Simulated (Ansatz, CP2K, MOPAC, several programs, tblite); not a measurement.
Energy against volume for PbS (zincblende), at fixed shape and fractional coordinates, computed by several methods (PBE and r2SCAN, where shown, with plane waves in Ansatz); the cell shown is that of r2SCAN. It is cubic, F-43m (No. 216); conventional cell a = 6.602 Å, 35.97 Å³ an atom. Pb has 4 S at 2.86 Å; S has 4 Pb at 2.86 Å. These are computed values for a spin-unpolarised cell that may be hypothetical; none is a measurement. Energies count from each curve's lowest point; fits are third-order Birch-Murnaghan.

```xyz
2
Lattice="0.0000 3.3010 3.3010 3.3010 0.0000 3.3010 3.3010 3.3010 0.0000" Properties=species:S:1:pos:R:3 pbc="T T T"
Pb    0.0000    0.0000    0.0000
S     1.6505    1.6505    1.6505
```

PBE/SZV (CP2K), on the shape of the cell shown:
```tsv
V (Å³/atom)	E (meV/atom)
31.653	29.08
33.811	0.00
35.969	21.34
38.127	78.41
40.285	160.59
```
V₀ = 33.85 Å³ an atom and B₀ = 58 GPa.

PM7 (MOPAC), on the shape of the cell shown, as a cluster of 64 atoms at the zone centre:
```csv
V (Å³/atom),E (meV/atom)
31.653,93.89
33.811,25.60
35.969,6.17
38.127,0.00
40.285,19.96
```
The points scatter about the fit by more than 0.3 meV an atom, so no fit is quoted.

GFN1-xTB (tblite), on the shape of the cell shown, as a cluster of 64 atoms at the zone centre:
```csv
V (Å³/atom),E (meV/atom)
31.653,0.00
33.811,5.35
35.969,59.43
38.127,153.65
40.285,278.59
```
V₀ = 32.51 Å³ an atom and B₀ = 63 GPa. The lowest point lies at an end of the range, so the fit is barely bracketed.

r2SCAN, on the shape of its own relaxed cell:
```csv
V (Å³/atom),E (meV/atom)
33.811,17.13
34.890,4.02
35.969,0.00
37.048,3.76
38.127,14.19
```
V₀ = 35.96 Å³ an atom and B₀ = 38 GPa.

**Question.** PBE/DZVP (CP2K), on the shape of the cell shown, gives

| V (Å³/atom) | E (meV/atom) |
| --- | --- |
| 31.653 | 100.32 |
| 33.811 | 28.89 |
| 35.969 | 0.00 |
| 38.127 | 2.59 |
| 40.285 | 28.47 |

What equilibrium volume and bulk modulus follow?

**Answer.** V₀ = 36.82 Å³ an atom and B₀ = 35 GPa.
